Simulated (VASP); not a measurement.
# CdSe: lattice, stiffness and zone-centre modes

What lattice, stiffness and vibrations does CdSe have at one level of theory? The starting structure is a computed structure from the Materials Project. All runs use LDA.

Program: VASP 6.6.1. Level of theory: Kohn-Sham DFT with plane waves and PAW; LDA. Results are calculated unless marked as measured.

## 1. Set-up

It takes space group F-43m (No. 216, cubic). The conventional cell has a = 6.141 Å, b = 6.141 Å, c = 6.141 Å, α = 90.00°, β = 90.00°, γ = 90.00°. Cd has 4 Se at 2.66 Å nearest. Se has 4 Cd at 2.66 Å nearest. Farther neighbours and most contacts between anions are not listed.

## 2. Relaxation

This run starts from the cell of an earlier relaxation, which isn't shown; the restart sets up the plane waves anew.

Input file INCAR:

```
SYSTEM = CdSe
PREC = Accurate
ENCUT = 500
EDIFF = 1E-07
NELM = 100
ISMEAR = 0
SIGMA = 0.03
LREAL = .FALSE.
ALGO = Normal
GGA = CA
NBANDS = 15
LORBIT = 11
LWAVE = .FALSE.
LCHARG = .FALSE.
KPAR = 4
IBRION = 2
NSW = 50
ISIF = 3
EDIFFG = -0.002
```

Input file POSCAR:

```
CdSe
1.0
    0.0000000000      3.0124005928      3.0124005928
    3.0124005928      0.0000000000      3.0124005928
    3.0124005928      3.0124005928      0.0000000000
Cd Se
1 1
Direct
    0.0000000000      0.0000000000      0.0000000000
    0.2500000000      0.2500000000      0.2500000000
```

Input file KPOINTS:

```
Automatic mesh
0
Gamma
6 6 6
0 0 0
```

Potentials, in the order of the species: Cd and Se (LDA family, release 64).

Command:

```console
mpirun -np 4 vasp_std
```

Output:

```text
[banner, memory and clock lines left out]
running    4 mpi-ranks, on    1 nodes
 distrk:  each k-point on    1 cores,    4 groups
 distr:  one band on    1 cores,    1 groups

 POSCAR found type information on POSCAR CdSe
 POSCAR found :  2 types and       2 ions
 LDA part: xc-table for (Slater(with rela. corr.)+CA(PZ))
 , standard interpolation
 POSCAR, INCAR and KPOINTS ok, starting setup
 FFT: planning ... GRIDC
 FFT: planning ... GRID_SOFT
 FFT: planning ... GRID
 WAVECAR not read
 entering main loop
       N       E                     dE             d eps       ncg     rms          rms(c)
DAV:   1     0.109429656172E+03    0.10943E+03   -0.86799E+03   480   0.105E+03
DAV:   2    -0.279351939933E+01   -0.11222E+03   -0.10576E+03   557   0.263E+02
DAV:   3    -0.711159509864E+01   -0.43181E+01   -0.43088E+01   578   0.535E+01
DAV:   4    -0.713042136157E+01   -0.18826E-01   -0.18825E-01   585   0.362E+00
DAV:   5    -0.713053335085E+01   -0.11199E-03   -0.11199E-03   599   0.242E-01    0.663E+00
DAV:   6    -0.678798059680E+01    0.34255E+00   -0.53787E-01   676   0.987E+00    0.514E+00
DAV:   7    -0.676032493847E+01    0.27656E-01   -0.12838E-01   529   0.263E+00    0.217E+00
DAV:   8    -0.675732618121E+01    0.29988E-02   -0.13619E-02   536   0.156E+00    0.215E-01
DAV:   9    -0.675702482742E+01    0.30135E-03   -0.15348E-03   599   0.576E-01    0.449E-02
DAV:  10    -0.675700676072E+01    0.18067E-04   -0.14097E-04   550   0.173E-01    0.337E-02
DAV:  11    -0.675701136146E+01   -0.46007E-05   -0.17343E-05   543   0.370E-02    0.123E-02
DAV:  12    -0.675701096989E+01    0.39157E-06   -0.17098E-06   599   0.197E-02    0.464E-03
DAV:  13    -0.675701101626E+01   -0.46366E-07   -0.17757E-07   535   0.280E-03
   1 F= -.67570110E+01 E0= -.67570110E+01  d E =-.675701E+01
 curvature:   0.00 expect dE= 0.000E+00 dE for cont linesearch  0.000E+00
 trial: gam= 0.00000 g(F)=  0.353E-48 g(S)=  0.202E-08 ort = 0.000E+00 (trialstep = 0.100E+01)
 search vector abs. value=  0.212E-08
 reached required accuracy - stopping structural energy minimisation
```

It took 2.2 s on 4 MPI ranks of Intel Xeon 6975P-C (Granite Rapids), shared host; peak memory 0.58 GiB.

The logs omit lines about the potential files and the build; timing stands in the text.

Parts of OUTCAR (step 2):

```text
ion  position               nearest neighbor table
   1  0.000  0.000  0.000-   2 2.61   2 2.61   2 2.61   2 2.61
   2  0.250  0.250  0.250-   1 2.61   1 2.61   1 2.61   1 2.61

  LATTYP: Found a face centered cubic cell.
 ALAT       =     6.0248011856

 Subroutine GETGRP returns: Found 24 space group operations
 (whereof 24 operations were pure point group operations)

The static configuration has the point symmetry T_d .

 Found     16 irreducible k-points:

   k-points           NKPTS =     16   k-points in BZ     NKDIM =     16   number of bands    NBANDS=     15

   dimension x,y,z NGX =    32 NGY =   32 NGZ =   32
   dimension x,y,z NGXF=    64 NGYF=   64 NGZF=   64

   ENCUT  =  500.0 eV  36.75 Ry    6.06 a.u.   7.77  7.77  7.77*2*pi/ulx,y,z

   NELECT =      18.0000    total number of electrons

 k-points in reciprocal lattice and weights: Automatic mesh
   0.00000000  0.00000000  0.00000000       0.005
   0.16666667  0.00000000  0.00000000       0.037
   0.33333333  0.00000000  0.00000000       0.037
   0.50000000  0.00000000  0.00000000       0.019
   0.16666667  0.16666667  0.00000000       0.028
   0.33333333  0.16666667  0.00000000       0.111
   0.50000000  0.16666667  0.00000000       0.111
  -0.33333333  0.16666667  0.00000000       0.111
  -0.16666667  0.16666667  0.00000000       0.056
[...]
-0.33333333  0.33333333  0.16666667       0.111
  -0.33333333  0.50000000  0.16666667       0.056

 average (electrostatic) potential at core
       1 -40.5579       2 -62.5365

 E-fermi :   1.2399

 k-point     1 :       0.0000    0.0000    0.0000
  band No.  band energies     occupation
    ...
      5      -6.5956      2.00000
      6      -6.5956      2.00000
      7       1.0537      2.00000
      8       1.0537      2.00000
      9       1.0537      2.00000
     10       1.4719      0.00000
     11       6.8457      0.00000
     12       6.8457      0.00000
     13       6.8457      0.00000
     14      10.6635      0.00000
    ...

 k-point     2 :       0.1667    0.0000    0.0000
  band No.  band energies     occupation
    ...
      5      -6.5969      2.00000
      6      -6.5969      2.00000
      7      -0.7678      2.00000
      8       0.8262      2.00000
      9       0.8262      2.00000
     10       2.8460      0.00000
     11       6.6123      0.00000
     12       7.1850      0.00000
     13       7.1850      0.00000
     14      11.1331      0.00000
    ...

 k-point     3 :       0.3333    0.0000    0.0000
  band No.  band energies     occupation
    ...
      5      -6.5852      2.00000
      6      -6.5852      2.00000
      7      -2.6655      2.00000
      8       0.4277      2.00000
      9       0.4277      2.00000
     10       3.3059      0.00000
     11       7.4383      0.00000
     12       7.4383      0.00000
     13       7.5070      0.00000
     14      10.6945      0.00000
    ...

  Total       -0.0001669     -0.0001669     -0.0001669      0.0000000     -0.0000000     -0.0000000
  in kB       -0.0048911     -0.0048911     -0.0048911      0.0000000     -0.0000000     -0.0000000
  external PRESSURE =      -0.0048911 kB  Pullay stress =       0.0000000 kB

  energy-cutoff  :      500.00
  volume of cell :       54.67
      direct lattice vectors                 reciprocal lattice vectors
     0.000000000  3.012400593  3.012400593    -0.165980581  0.165980581  0.165980581
     3.012400593  0.000000000  3.012400593     0.165980581 -0.165980581  0.165980581
     3.012400593  3.012400593  0.000000000     0.165980581  0.165980581 -0.165980581

 POSITION                                       TOTAL-FORCE (eV/Angst)
 -----------------------------------------------------------------------------------
      0.00000      0.00000      0.00000        -0.000000     -0.000000     -0.000000
      1.50620      1.50620      1.50620         0.000000      0.000000      0.000000
 -----------------------------------------------------------------------------------
    total drift:                                0.000000      0.000000     -0.000000

  FREE ENERGIE OF THE ION-ELECTRON SYSTEM (eV)
  ---------------------------------------------------
  free  energy   TOTEN  =        -6.7570110163 eV

  energy  without entropy=       -6.7570110163  energy(sigma->0) =       -6.75701102

 reached required accuracy - stopping structural energy minimisation

 total charge
# of ion       s       p       d       tot
------------------------------------------
    1        0.463   0.336   9.544  10.343
    2        1.448   2.391   0.025   3.864
--------------------------------------------------
tot          1.911   2.728   9.569  14.208

[... 3 further parts left out ...]
```

The run keeps the 24 symmetry operations of its start, so it cannot find a distortion of lower symmetry.

The relaxed cell holds 27.336 Å³ an atom, with a = 6.025 Å (-1.9 % against the database cell). Pressures at 0.985 and 1.015 times this volume, from two more relaxations that aren't shown, give a bulk modulus of 57.9 GPa.

## 3. Elastic constants

Input file INCAR:

```
SYSTEM = CdSe
PREC = Accurate
ENCUT = 700
EDIFF = 1E-08
NELM = 100
ISMEAR = 0
SIGMA = 0.03
LREAL = .FALSE.
ALGO = Normal
GGA = CA
NBANDS = 15
LORBIT = 11
LWAVE = .FALSE.
LCHARG = .FALSE.
KPAR = 4
IBRION = 6
NFREE = 2
POTIM = 0.015
ISIF = 3
NSW = 1
```

POSCAR is that of step 2.

Input file KPOINTS:

```
Automatic mesh
0
Gamma
8 8 8
0 0 0
```

Command:

```console
mpirun -np 4 vasp_std
```

Output:

```text
[... set-up lines as in an earlier step ...]
 entering main loop
       N       E                     dE             d eps       ncg     rms          rms(c)
DAV:   1     0.127293135039E+03    0.12729E+03   -0.10512E+04   878   0.138E+03
DAV:   2    -0.165489062091E+01   -0.12895E+03   -0.12090E+03   989   0.290E+02
DAV:   3    -0.710504705987E+01   -0.54502E+01   -0.54343E+01  1087   0.610E+01
DAV:   4    -0.713325097202E+01   -0.28204E-01   -0.28201E-01  1010   0.443E+00
[...]
DAV:  13    -0.676200754759E+01   -0.49134E-07   -0.21637E-07   961   0.302E-03    0.200E-03
DAV:  14    -0.676200753697E+01    0.10623E-07   -0.15323E-08   864   0.124E-03    0.871E-04
DAV:  15    -0.676200753633E+01    0.63505E-09   -0.76250E-09   505   0.474E-04
   1 F= -.67620075E+01 E0= -.67620075E+01  d E =-.171639E-15
[... from here on, the cycles between the ionic steps are left out ...]
   2 F= -.67591946E+01 E0= -.67591946E+01  d E =-.356099E-20
   3 F= -.67594046E+01 E0= -.67594046E+01  d E =-.644503E-19
   4 F= -.67591946E+01 E0= -.67591946E+01  d E =-.300369E-16
   5 F= -.67594046E+01 E0= -.67594046E+01  d E =-.951023E-12
   6 F= -.67591946E+01 E0= -.67591946E+01  d E =-.300379E-16
   7 F= -.67594046E+01 E0= -.67594046E+01  d E =-.553192E-12
   8 F= -.67600725E+01 E0= -.67600725E+01  d E =-.137816E-12
   9 F= -.67600725E+01 E0= -.67600725E+01  d E =-.138820E-12
  10 F= -.67600725E+01 E0= -.67600725E+01  d E =-.139103E-12
  11 F= -.67600725E+01 E0= -.67600725E+01  d E =-.135580E-12
  12 F= -.67600725E+01 E0= -.67600725E+01  d E =-.135837E-12
  13 F= -.67600725E+01 E0= -.67600725E+01  d E =-.136664E-12
  14 F= -.67614150E+01 E0= -.67614150E+01  d E =-.103309E-14
  15 F= -.67614150E+01 E0= -.67614150E+01  d E =-.102380E-14
  16 F= -.67614151E+01 E0= -.67614151E+01  d E =-.103180E-14
  17 F= -.67614151E+01 E0= -.67614151E+01  d E =-.102723E-14
 Finite differences progress:
  Degree of freedom:   8/  8
  Displacement:        2/  2
  Total:              16/ 16
```

Wall time 3 min (4 MPI ranks); peak memory 1.8 GiB; 12 min of CPU time.

From OUTCAR (step 3):

```text
  Total       -0.0087931     -0.0066586     -0.0066586      0.0000000      0.1033305      0.0000000
  in kB       -0.2576824     -0.1951316     -0.1951316      0.0000000      3.0281065      0.0000000
  external PRESSURE =      -0.2159818 kB  Pullay stress =       0.0000000 kB

 POSITION                                       TOTAL-FORCE (eV/Angst)
 -----------------------------------------------------------------------------------
      0.00000      0.00000      0.00000        -0.078983      0.000000      0.000000
      1.49120      1.50620      1.50620         0.078983      0.000000      0.000000
 -----------------------------------------------------------------------------------
    total drift:                                0.000033     -0.000000     -0.000000

  FREE ENERGIE OF THE ION-ELECTRON SYSTEM (eV)
  ---------------------------------------------------
  free  energy   TOTEN  =        -6.7614151376 eV

  energy  without entropy=       -6.7614151376  energy(sigma->0) =       -6.76141514

[... 3 further parts left out ...]
[key lines of the parts left out:]
E-fermi :   1.2053
```

The last energy, forces and stress in OUTCAR belong to the last displaced cell, not to that of POSCAR.

The elastic tensor has C11 = 70.5, C12 = 51.6, C44 = 24.1 GPa; its Hill averages are a bulk modulus of 57.9 and a shear modulus of 16.5 GPa.

## 4. Modes of the relaxed cell

Input file INCAR:

```
SYSTEM = CdSe
PREC = Accurate
ENCUT = 500
EDIFF = 1E-08
NELM = 100
ISMEAR = 0
SIGMA = 0.03
LREAL = .FALSE.
ALGO = Normal
GGA = CA
NBANDS = 15
LORBIT = 11
LWAVE = .FALSE.
LCHARG = .FALSE.
KPAR = 4
IBRION = 8
LEPSILON = .TRUE.
LPEAD = .TRUE.
ISIF = 2
```

POSCAR is that of step 3.

Input file KPOINTS:

```
Automatic mesh
0
Gamma
12 12 12
0 0 0
```

Command:

```console
mpirun -np 4 vasp_std
```

Output:

```text
[... set-up lines as in an earlier step ...]
 entering main loop
       N       E                     dE             d eps       ncg     rms          rms(c)
DAV:   1     0.106900582839E+03    0.10690E+03   -0.87120E+03  2184   0.105E+03
DAV:   2    -0.293209525944E+01   -0.10983E+03   -0.10418E+03  2482   0.262E+02
DAV:   3    -0.711516764174E+01   -0.41831E+01   -0.41738E+01  2608   0.533E+01
DAV:   4    -0.713367899044E+01   -0.18511E-01   -0.18510E-01  2594   0.352E+00
[...]
DAV:  13    -0.676317199763E+01   -0.50855E-07   -0.23312E-07  2419   0.309E-03    0.205E-03
DAV:  14    -0.676317198586E+01    0.11767E-07   -0.16964E-08  2093   0.128E-03    0.894E-04
DAV:  15    -0.676317198508E+01    0.78080E-09   -0.76479E-09  1297   0.470E-04
   1 F= -.67631720E+01 E0= -.67631720E+01  d E =-.363391E-20
 Linear response reoptimize wavefunctions to high precision
DAV:   1    -0.676317198506E+01    0.20009E-10   -0.31629E-10  1444   0.124E-04
 Linear response to external field (no local field effect), progress :
  Direction:   1
[...]
RMM:  10    -0.431279544742E+00    0.87763E-08   -0.95609E-11 13167   0.713E-06    0.336E-06
 first order change of Fermi-energy   0.26198E-03
 force on displaced ion       1 direction 1 :  -5.252  -0.000  -0.000
 Born effective charge ion    1 direction 1 :   2.214   0.000   0.000
 Linear response progress:
  Degree of freedom:   2/  2
       N       E                     dE             d eps       ncg     rms          rms(c)
RMM:   1    -0.837709153640E-01   -0.83771E-01    0.98371E-02 20540   0.141E+00
RMM:   2    -0.841015286730E-01   -0.33061E-03   -0.15457E-03 12981   0.290E-01    0.135E-01
RMM:   3    -0.842333856206E-01   -0.13186E-03   -0.53488E-05 13627   0.469E-02    0.744E-02
RMM:   4    -0.844822961868E-01   -0.24891E-03   -0.37177E-05 13584   0.386E-02    0.814E-03
[...]
RMM:  10    -0.844788085771E-01   -0.40229E-07    0.30205E-10 13038   0.746E-06    0.629E-06
RMM:  11    -0.844788271576E-01   -0.18581E-07    0.94845E-10 12546   0.524E-06    0.186E-06
RMM:  12    -0.844788285495E-01   -0.13919E-08    0.11984E-09  7080   0.179E-06    0.462E-07
 first order change of Fermi-energy  -0.82783E-04
 force on displaced ion       2 direction 1 :  -5.286   0.000   0.000
 Born effective charge ion    2 direction 1 :  -2.215   0.000   0.000
 Born effective charges drift removed
 Linear response finished
```

Run time: 2 min. Hardware: 4 MPI ranks; peak memory 3 GiB; 8 min of CPU time.

From OUTCAR (step 4):

```text
  Total       -0.0048145     -0.0048145     -0.0048145     -0.0000000      0.0000000      0.0000000
  in kB       -0.1410901     -0.1410901     -0.1410901     -0.0000000      0.0000000      0.0000000
  external PRESSURE =      -0.1410901 kB  Pullay stress =       0.0000000 kB

 POSITION                                       TOTAL-FORCE (eV/Angst)
 -----------------------------------------------------------------------------------
      0.00000      0.00000      0.00000         0.000000      0.000000      0.000000
      1.50620      1.50620      1.50620        -0.000000     -0.000000     -0.000000
 -----------------------------------------------------------------------------------
    total drift:                                0.000000      0.000000     -0.000000

 MACROSCOPIC STATIC DIELECTRIC TENSOR (including local field effects in DFT)
 ------------------------------------------------------
           8.402548    -0.000000    -0.000000
          -0.000000     8.402548     0.000000
           0.000000    -0.000000     8.402548
 ------------------------------------------------------

 MACROSCOPIC STATIC DIELECTRIC TENSOR IONIC CONTRIBUTION
 ------------------------------------------------------
           3.078157    -0.000000    -0.000000
          -0.000000     3.078157     0.000000
          -0.000000     0.000000     3.078157
 ------------------------------------------------------

[... 1 part as in an earlier step ...]

[... 1 further part left out ...]
```

The zone-centre modes at 27.336 Å³ an atom are T2 175.8 cm⁻¹.

## 5. Modes at 0.97 of that volume

Shape and positions were first relaxed at this volume, in a run that isn't shown.

INCAR is that of step 4.

Input file POSCAR:

```
CdSe
1.0
    0.0000000000      2.9819702235      2.9819702235
    2.9819702235      0.0000000000      2.9819702235
    2.9819702235      2.9819702235      0.0000000000
Cd Se
1 1
Direct
    0.0000000000      0.0000000000      0.0000000000
    0.2500000000      0.2500000000      0.2500000000
```

KPOINTS is that of step 4.

Command:

```console
mpirun -np 4 vasp_std
```

Output:

```text
[... set-up lines as in an earlier step ...]
 entering main loop
       N       E                     dE             d eps       ncg     rms          rms(c)
DAV:   1     0.108517374105E+03    0.10852E+03   -0.87351E+03  2184   0.105E+03
DAV:   2    -0.292995934734E+01   -0.11145E+03   -0.10569E+03  2580   0.265E+02
DAV:   3    -0.710605660699E+01   -0.41761E+01   -0.41682E+01  2531   0.534E+01
DAV:   4    -0.712425073969E+01   -0.18194E-01   -0.18193E-01  2734   0.353E+00
[...]
DAV:  12    -0.675383702223E+01    0.42202E-06   -0.18731E-06  2699   0.212E-02    0.465E-03
DAV:  13    -0.675383706300E+01   -0.40774E-07   -0.16867E-07  2475   0.284E-03    0.163E-03
DAV:  14    -0.675383705734E+01    0.56652E-08   -0.77826E-09  1794   0.787E-04
   1 F= -.67538371E+01 E0= -.67538371E+01  d E =-.150339E-15
 Linear response reoptimize wavefunctions to high precision
DAV:   1    -0.675383705730E+01    0.37517E-10   -0.52716E-09  2601   0.403E-04
DAV:   2    -0.675383705728E+01    0.19782E-10   -0.34207E-11  1276   0.474E-05
 Linear response to external field (no local field effect), progress :
[...]
RMM:  12    -0.430894876257E+00   -0.68952E-08   -0.40618E-11  8714   0.174E-06    0.377E-07
 first order change of Fermi-energy   0.16438E-04
 force on displaced ion       1 direction 1 :  -5.857  -0.000  -0.000
 Born effective charge ion    1 direction 1 :   2.170   0.000   0.000
 Linear response progress:
  Degree of freedom:   2/  2
       N       E                     dE             d eps       ncg     rms          rms(c)
RMM:   1    -0.836341808782E-01   -0.83634E-01    0.98310E-02 20551   0.142E+00
RMM:   2    -0.839937512061E-01   -0.35957E-03   -0.15821E-03 12995   0.299E-01    0.143E-01
RMM:   3    -0.841338670748E-01   -0.14012E-03   -0.54490E-05 13645   0.474E-02    0.789E-02
RMM:   4    -0.843957467031E-01   -0.26188E-03   -0.37878E-05 13590   0.392E-02    0.842E-03
[...]
RMM:  11    -0.843915586065E-01   -0.24671E-07    0.66032E-10 12792   0.487E-06    0.189E-06
RMM:  12    -0.843915724820E-01   -0.13876E-07   -0.23961E-10  6778   0.105E-06    0.543E-07
RMM:  13    -0.843915677111E-01    0.47709E-08    0.34698E-10  5499   0.108E-06    0.356E-08
 first order change of Fermi-energy   0.17974E-03
 force on displaced ion       2 direction 1 :  -5.887   0.000   0.000
 Born effective charge ion    2 direction 1 :  -2.171   0.000   0.000
 Born effective charges drift removed
 Linear response finished
```

The job ended after 2.1 min (4 MPI ranks; peak memory 3 GiB).

(Part 1 of 2 ends here.)

[Lines on the potential files, build, host, timing and source positions are cut from VASP's logs without a mark.]

[Logs are printed without paths, hosts, clocks, repeated set-up lines and the standing remarks that a program may print on its own settings, such as how far it seeks lower states.]

[Hosts, paths, dates, database ids (printed as entryN), source tags and the programs' standing remarks are cut or masked in the printed files.]
